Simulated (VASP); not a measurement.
# InP (Fm-3m) in VASP: a series of runs

One crystal, InP, is run at these levels: PBEsol; tasks: single point.

Program: VASP 6.6.1. These are calculated values, not measurements. Logs are shortened: lines on timing, memory, paths and dates and some standing lists are left out, and cuts for length are marked.

### Step 1. The structure

It takes space group Fm-3m (No. 225, cubic). The conventional cell has a = 5.538 Å, b = 5.538 Å, c = 5.538 Å, α = 90.00°, β = 90.00°, γ = 90.00°. Around In (site symmetry m-3m) lie 6 P at 2.77 Å. P (site symmetry m-3m) has 6 In at 2.77 Å as nearest neighbours.

Measurements of this composition are mostly on another form, of space group No. 216.

### Step 2. Single point, PBEsol

INCAR

```
SYSTEM = InP
  PREC = Accurate
  ENCUT = 400
  EDIFF = 1E-6
  ISMEAR = 0
  SIGMA = 0.5
  LREAL = .False.
  LASPH = .True.
  NELM = 100
  ALGO = Normal
  ISIF = 2
  LWAVE = .False.
  LCHARG = .False.
  GGA = PS
  ADDGRID = .False.
```

KPOINTS

```
regular mesh
0
Gamma
  5 5 5
  0 0 0
```

POSCAR

```
InP
1.0
    0.0000000000      2.7688340000      2.7688340000
    2.7688340000      0.0000000000      2.7688340000
    2.7688340000      2.7688340000      0.0000000000
In P
1 1
Direct
    0.0000000000      0.0000000000      0.0000000000
    0.5000000000      0.5000000000      0.5000000000
```

Potentials or basis: VASP PAW PBE potentials, release 64 (In_d, P).

Run with:

```console
$ cat potpaw_PBE.64/In_d/POTCAR potpaw_PBE.64/P/POTCAR > POTCAR
$ mpirun -np 1 vasp_std > vasp.out
```

OUTCAR:

```text
SYSTEM = InP
   PREC = Accurate
   ENCUT = 400
   EDIFF = 1E-6
   ISMEAR = 0
   LREAL = .False.
   LASPH = .True.
   NELM = 100
   ISIF = 2
   GGA = PS

 Found     10 irreducible k-points:

 Following reciprocal coordinates:
            Coordinates               Weight
  0.000000  0.000000  0.000000      1.000000
  0.200000  0.000000  0.000000      8.000000
  0.400000  0.000000  0.000000      8.000000
  0.200000  0.200000  0.000000      6.000000
  0.400000  0.200000  0.000000     24.000000
 -0.400000  0.200000  0.000000     24.000000
   k-points           NKPTS =     10   k-points in BZ     NKDIM =     10   number of bands    NBANDS=     13
   number of dos      NEDOS =    301   number of ions     NIONS =      2
   total plane-waves  NPLWV =  21952
   dimension x,y,z NGX =    28 NGY =   28 NGZ =   28
   dimension x,y,z NGXF=    56 NGYF=   56 NGZF=   56
   ions per type =               1   1
   NGX,Y,Z   is equivalent  to a cutoff of  11.89, 11.89, 11.89 a.u.
   NGXF,Y,Z  is equivalent  to a cutoff of  23.78, 23.78, 23.78 a.u.
 SYSTEM =  InP
   PREC   = accura    normal or accurate (medium, high low for compatibility)
   ISTART =      0    job   : 0-new  1-cont  2-samecut
   ICHARG =      2    charge: 1-file 2-atom 10-const
   ISPIN  =      1    spin polarized calculation?
   LNONCOLLINEAR =      F non collinear calculations
   LSORBIT =      F    spin-orbit coupling
   LASPH  =      T    aspherical Exc in radial PAW
   ENCUT  =  400.0 eV  29.40 Ry    5.42 a.u.   6.39  6.39  6.39*2*pi/ulx,y,z
   NELM   =    100;   NELMIN=  2; NELMDL= -5     # of ELM steps
   EDIFF  = 0.1E-05   stopping-criterion for ELM
   LREAL  =      F    real-space projection
   EDIFFG = 0.1E-04   stopping-criterion for IOM
   NSW    =      0    number of steps for IOM
   IBRION =     -1    ionic relax: 0-MD 1-quasi-New 2-CG
   NFREE  =      0    steps in history (QN), initial steepest desc. (CG)
   ISIF   =      2    stress and relaxation
   ISYM   =      2    0-nonsym 1-usesym 2-fastsym
   POTIM  = 0.5000    time-step for ionic-motion
   TEBEG  =    0.0;   TEEND  =   0.0 temperature during run
   PSTRESS=    0.0 pullay stress
   NELECT =      18.0000    total number of electrons
   NUPDOWN=      -1.0000    fix difference up-down
   EMIN   =  10.00;   EMAX   =-10.00  energy-range for DOS
   EFERMI =   0.00;   METHOD = LEGACY
   ISMEAR =     0;   SIGMA  =   0.50  broadening in eV -4-tet -1-fermi 0-gaus
   EFERMI_NEDOS =   21; number of points for ismear=-14 and -15
   IALGO  =     38    algorithm
   IMIX   =      4    mixing-type and parameters
     AMIX     =   0.40;   BMIX     =  1.00
     AMIX_MAG =   1.60;   BMIX_MAG =  1.00
  volume/ion in A,a.u.               =      21.23       143.25
  Fermi-wavevector in a.u.,A,eV,Ry     =   1.229869  2.324115 20.579860  1.512577
  Thomas-Fermi vector in A             =   2.364739
   LORBIT       =      0    0 simple, 1 ext, 2 COOP (PROOUT), +10 PAW based schemes
   GGA     = PS    functional components
   LHFCALC =     F    Hartree Fock is set to
   AEXX    =    0.0000 exact exchange contribution
   IVDW    =     0    specifies the selected vdW correction
   LEPSILON=     F    determine dielectric tensor
   LRPA    =     F    only Hartree local field effects (RPA)
 non-spin polarized calculation
 Gauss-broadening in eV      SIGMA  =   0.50
  energy-cutoff  :      400.00
  volume of cell :       42.45
 maximum number of plane-waves:       785
 NGX is ok and might be reduce to    28
   NGX = 13   NGY = 13   NGZ = 13

 number of electron      17.9999990 magnetization

 Free energy of the ion-electron system (eV)
  ---------------------------------------------------
  ext. energy  EPLUGINS =         0.00000000
  ---------------------------------------------------
  free energy    TOTEN  =        -8.81581052 eV

  energy without entropy =       -8.70691811  energy(sigma->0) =       -8.76136432

 E-fermi :   7.1055     XC(G=0): -10.5486

 val. band max:        7.0319768402   @ k =   0.4000   0.0000   0.0000
 cond. band min:       7.2386214558   @ k =  -0.2000   0.2000   0.0000
 fundamental gap:      0.2066446156
 Fermi energy:         7.1054689080

 k-point     1 :       0.0000    0.0000    0.0000
  band No.  band energies     occupation
      1      -7.2117      2.00000
      2      -7.2117      2.00000
      3      -7.1911      2.00000
      4      -7.1911      2.00000
      5      -7.1911      2.00000
      6      -5.0895      2.00000
      7       6.6710      1.78092
      8       6.6710      1.78092
      9       6.6710      1.78092
     10       7.4096      0.38975
     11      13.9945      0.00000
     12      13.9945      0.00000
     13      13.9945      0.00000

 k-point     2 :       0.2000    0.0000    0.0000
  band No.  band energies     occupation
      1      -7.2319      2.00000
      2      -7.2319      2.00000
      3      -7.1933      2.00000
      4      -7.1639      2.00000
      5      -7.1639      2.00000
      6      -4.5949      2.00000
      7       3.6994      2.00000
      8       6.7600      1.67154
      9       6.7600      1.67154
     10       9.4573      0.00000
     11      12.4817      0.00000
     12      12.5278      0.00000
     13      12.5278      0.00000

 k-point     3 :       0.4000    0.0000    0.0000
  band No.  band energies     occupation
      1      -7.2683      2.00000
      2      -7.2683      2.00000
      3      -7.2015      2.00000
      4      -7.1153      2.00000
      5      -7.1153      2.00000
      6      -3.3480      2.00000
      7       0.8272      2.00000
      8       7.0320      1.16467
      9       7.0320      1.16467
     10       9.4351      0.00000
     11      10.5765      0.00000
     12      10.5765      0.00000
     13      12.1268      0.00000

 k-point     4 :       0.2000    0.2000    0.0000
  band No.  band energies     occupation
      1      -7.2922      2.00000
      2      -7.2106      2.00000
      3      -7.1951      2.00000
      4      -7.1536      2.00000
      5      -7.1536      2.00000
      6      -4.3922      2.00000
      7       4.2337      2.00000
      8       5.8426      1.99965
      9       5.8426      1.99965
     10       9.1358      0.00000
     11      11.8823      0.00000
     12      12.1343      0.00000
     13      14.2403      0.00000

 k-point     5 :       0.4000    0.2000    0.0000
  band No.  band energies     occupation
      1      -7.3577      2.00000
      2      -7.2153      2.00000
      3      -7.2075      2.00000
      4      -7.1311      2.00000
      5      -7.1080      2.00000
      6      -3.2963      2.00000
      7       1.9872      2.00000
      8       5.4261      2.00000
      9       5.6281      1.99997
     10       7.8328      0.03967
     11      11.8210      0.00000
     12      13.2046      0.00000
     13      13.2348      0.00000

 k-point     6 :      -0.4000    0.2000    0.0000
  band No.  band energies     occupation
      1      -7.3420      2.00000
      2      -7.2478      2.00000
      3      -7.1806      2.00000
      4      -7.1359      2.00000
      5      -7.1077      2.00000
      6      -2.5885      2.00000
      7       0.7790      2.00000
      8       4.4630      2.00000
      9       6.3155      1.97454
     10       8.5034      0.00008
     11      11.6571      0.00000
     12      11.6896      0.00000
     13      14.3237      0.00000

 [... further k-points ...]

------------------------ aborting loop because EDIFF is reached ----------------------------------------

  FORCE on cell =-STRESS in cart. coord.  units (eV):
  Direction    XX          YY          ZZ          XY          YZ          ZX
  --------------------------------------------------------------------------------------
  -------------------------------------------------------------------------------------
  Total       -0.7674211     -0.7674211     -0.7674211      0.0000000      0.0000000      0.0000000
  in kB      -28.9616695    -28.9616695    -28.9616695      0.0000000      0.0000000      0.0000000
  external PRESSURE =     -28.9616695 kB  Pullay stress =       0.0000000 kB

 VOLUME and BASIS-vectors are now :
 -----------------------------------------------------------------------------
  energy-cutoff  :      400.00
  volume of cell :       42.45
      direct lattice vectors                 reciprocal lattice vectors
     0.000000000  2.768834000  2.768834000    -0.180581429  0.180581429  0.180581429
     2.768834000  0.000000000  2.768834000     0.180581429 -0.180581429  0.180581429
     2.768834000  2.768834000  0.000000000     0.180581429  0.180581429 -0.180581429

 POSITION                                       TOTAL-FORCE (eV/Angst)
 -----------------------------------------------------------------------------------
      0.00000      0.00000      0.00000         0.000000     -0.000000     -0.000000
      2.76883      2.76883      2.76883        -0.000000      0.000000      0.000000
 -----------------------------------------------------------------------------------
    total drift:                               -0.000000      0.000000      0.000000

  FREE ENERGIE OF THE ION-ELECTRON SYSTEM (eV)
  ---------------------------------------------------
  free  energy   TOTEN  =        -8.8158105245 eV

  energy  without entropy=       -8.7069181115  energy(sigma->0) =       -8.76136432
```

It took 3 s on 1 thread of Intel Xeon 6975P-C (Granite Rapids), shared host; peak memory 0.15 GiB.

These settings aren't checked as converged: the numbers below hold their error.

What came out:

- Free energy: -8.8158 eV
- Pressure: -2.9 GPa
- Band gap on the k mesh: none (metal or under the smearing width)

Caveat: the k mesh is coarse (spacing up to 0.39 Å⁻¹), so the values aren't converged; the PAW data sets were made with another functional, which shifts forces and pressure a little.

### Step 3. Single point, PBEsol

Changes to INCAR since step 2:

```diff
@@ -5,3 +5,3 @@
   ISMEAR = 0
-  SIGMA = 0.5
+  SIGMA = 0.2
   LREAL = .False.
```

KPOINTS is that of step 2.

POSCAR is that of step 2.

Potentials or basis: VASP PAW PBE potentials, release 64 (In_d, P).

Run with:

```console
$ cat potpaw_PBE.64/In_d/POTCAR potpaw_PBE.64/P/POTCAR > POTCAR
$ mpirun -np 1 vasp_std > vasp.out
```

Run time: 3 s. Hardware: 1 thread of Intel Xeon 6975P-C (Granite Rapids), shared host; peak memory 0.15 GiB.

These settings aren't checked as converged: the numbers below hold their error.

Results:

* Free energy: -8.7670 eV
* Pressure: -3.1 GPa
* Band gap on the k mesh: none (metal or under the smearing width)

Caveat: the k mesh is coarse (spacing up to 0.39 Å⁻¹), so the values aren't converged; the PAW data sets were made with another functional, which shifts forces and pressure a little.

### Step 4. Single point, PBEsol

Changes to INCAR since step 3:

```diff
@@ -5,3 +5,3 @@
   ISMEAR = 0
-  SIGMA = 0.2
+  SIGMA = 0.01
   LREAL = .False.
```

KPOINTS is that of step 3.

POSCAR is that of step 3.

Potentials or basis: VASP PAW PBE potentials, release 64 (In_d, P).

Run with:

```console
$ cat potpaw_PBE.64/In_d/POTCAR potpaw_PBE.64/P/POTCAR > POTCAR
$ mpirun -np 1 vasp_std > vasp.out
```

OUTCAR:

```text
SYSTEM = InP
   PREC = Accurate
   ENCUT = 400
   EDIFF = 1E-6
   ISMEAR = 0
   LREAL = .False.
   LASPH = .True.
   NELM = 100
   ISIF = 2
   GGA = PS

 Found     10 irreducible k-points:

 Following reciprocal coordinates:
            Coordinates               Weight
  0.000000  0.000000  0.000000      1.000000
  0.200000  0.000000  0.000000      8.000000
  0.400000  0.000000  0.000000      8.000000
  0.200000  0.200000  0.000000      6.000000
  0.400000  0.200000  0.000000     24.000000
 -0.400000  0.200000  0.000000     24.000000
   k-points           NKPTS =     10   k-points in BZ     NKDIM =     10   number of bands    NBANDS=     13
   number of dos      NEDOS =    301   number of ions     NIONS =      2
   total plane-waves  NPLWV =  21952
   dimension x,y,z NGX =    28 NGY =   28 NGZ =   28
   dimension x,y,z NGXF=    56 NGYF=   56 NGZF=   56
   ions per type =               1   1
   NGX,Y,Z   is equivalent  to a cutoff of  11.89, 11.89, 11.89 a.u.
   NGXF,Y,Z  is equivalent  to a cutoff of  23.78, 23.78, 23.78 a.u.
 SYSTEM =  InP
   PREC   = accura    normal or accurate (medium, high low for compatibility)
   ISTART =      0    job   : 0-new  1-cont  2-samecut
   ICHARG =      2    charge: 1-file 2-atom 10-const
   ISPIN  =      1    spin polarized calculation?
   LNONCOLLINEAR =      F non collinear calculations
   LSORBIT =      F    spin-orbit coupling
   LASPH  =      T    aspherical Exc in radial PAW
   ENCUT  =  400.0 eV  29.40 Ry    5.42 a.u.   6.39  6.39  6.39*2*pi/ulx,y,z
   NELM   =    100;   NELMIN=  2; NELMDL= -5     # of ELM steps
   EDIFF  = 0.1E-05   stopping-criterion for ELM
   LREAL  =      F    real-space projection
   EDIFFG = 0.1E-04   stopping-criterion for IOM
   NSW    =      0    number of steps for IOM
   IBRION =     -1    ionic relax: 0-MD 1-quasi-New 2-CG
   NFREE  =      0    steps in history (QN), initial steepest desc. (CG)
   ISIF   =      2    stress and relaxation
   ISYM   =      2    0-nonsym 1-usesym 2-fastsym
   POTIM  = 0.5000    time-step for ionic-motion
   TEBEG  =    0.0;   TEEND  =   0.0 temperature during run
   PSTRESS=    0.0 pullay stress
   NELECT =      18.0000    total number of electrons
   NUPDOWN=      -1.0000    fix difference up-down
   EMIN   =  10.00;   EMAX   =-10.00  energy-range for DOS
   EFERMI =   0.00;   METHOD = LEGACY
   ISMEAR =     0;   SIGMA  =   0.01  broadening in eV -4-tet -1-fermi 0-gaus
   EFERMI_NEDOS =   21; number of points for ismear=-14 and -15
   IALGO  =     38    algorithm
   IMIX   =      4    mixing-type and parameters
     AMIX     =   0.40;   BMIX     =  1.00
[... 21 lines left out ...]
 Free energy of the ion-electron system (eV)
  ---------------------------------------------------
  ext. energy  EPLUGINS =         0.00000000
  ---------------------------------------------------
  free energy    TOTEN  =        -8.75228921 eV

  energy without entropy =       -8.75160280  energy(sigma->0) =       -8.75194600

 E-fermi :   7.0289     XC(G=0): -10.5488

 val. band max:        7.0266884797   @ k =   0.4000   0.0000   0.0000
 cond. band min:       7.2330327553   @ k =  -0.2000   0.2000   0.0000
 fundamental gap:      0.2063442756
 Fermi energy:         7.0289415701

 k-point     1 :       0.0000    0.0000    0.0000
  band No.  band energies     occupation
      1      -7.2087      2.00000
      2      -7.2087      2.00000
      3      -7.1878      2.00000
      4      -7.1878      2.00000
      5      -7.1878      2.00000
      6      -5.0929      2.00000
      7       6.6660      2.00000
      8       6.6660      2.00000
      9       6.6660      2.00000
     10       7.4069      0.00000
     11      13.9936      0.00000
     12      13.9936      0.00000
     13      13.9936      0.00000
[... 66 lines left out ...]
  band No.  band energies     occupation
      1      -7.3393      2.00000
      2      -7.2448      2.00000
      3      -7.1773      2.00000
      4      -7.1326      2.00000
      5      -7.1044      2.00000
      6      -2.5942      2.00000
      7       0.7789      2.00000
      8       4.4603      2.00000
      9       6.3114      2.00000
     10       8.5031      0.00000
     11      11.6565      0.00000
     12      11.6867      0.00000
     13      14.3205      0.00000

 [... further k-points ...]

------------------------ aborting loop because EDIFF is reached ----------------------------------------

  FORCE on cell =-STRESS in cart. coord.  units (eV):
  Direction    XX          YY          ZZ          XY          YZ          ZX
  --------------------------------------------------------------------------------------
  -------------------------------------------------------------------------------------
  Total       -0.8418531     -0.8418531     -0.8418531     -0.0000000     -0.0000000      0.0000000
  in kB      -31.7706521    -31.7706521    -31.7706521     -0.0000000     -0.0000000      0.0000000
  external PRESSURE =     -31.7706521 kB  Pullay stress =       0.0000000 kB

 VOLUME and BASIS-vectors are now :
 -----------------------------------------------------------------------------
  energy-cutoff  :      400.00
  volume of cell :       42.45
      direct lattice vectors                 reciprocal lattice vectors
     0.000000000  2.768834000  2.768834000    -0.180581429  0.180581429  0.180581429
     2.768834000  0.000000000  2.768834000     0.180581429 -0.180581429  0.180581429
     2.768834000  2.768834000  0.000000000     0.180581429  0.180581429 -0.180581429

 POSITION                                       TOTAL-FORCE (eV/Angst)
 -----------------------------------------------------------------------------------
      0.00000      0.00000      0.00000        -0.000000      0.000000     -0.000000
      2.76883      2.76883      2.76883         0.000000     -0.000000      0.000000
 -----------------------------------------------------------------------------------
    total drift:                               -0.000000      0.000000      0.000000

  FREE ENERGIE OF THE ION-ELECTRON SYSTEM (eV)
  ---------------------------------------------------
  free  energy   TOTEN  =        -8.7522892131 eV

  energy  without entropy=       -8.7516027963  energy(sigma->0) =       -8.75194600
```

Wall time 2.9 s (1 thread of Intel Xeon 6975P-C (Granite Rapids), shared host); peak memory 0.15 GiB.

These settings aren't checked as converged: the numbers below hold their error.

What came out:

```yaml
Free_energy: -8.7523 eV
Pressure: -3.2 GPa
Band_gap_on_the_k_mesh: none (metal or under the smearing width)
```

Caveat: the k mesh is coarse (spacing up to 0.39 Å⁻¹), so the values aren't converged; the PAW data sets were made with another functional, which shifts forces and pressure a little.
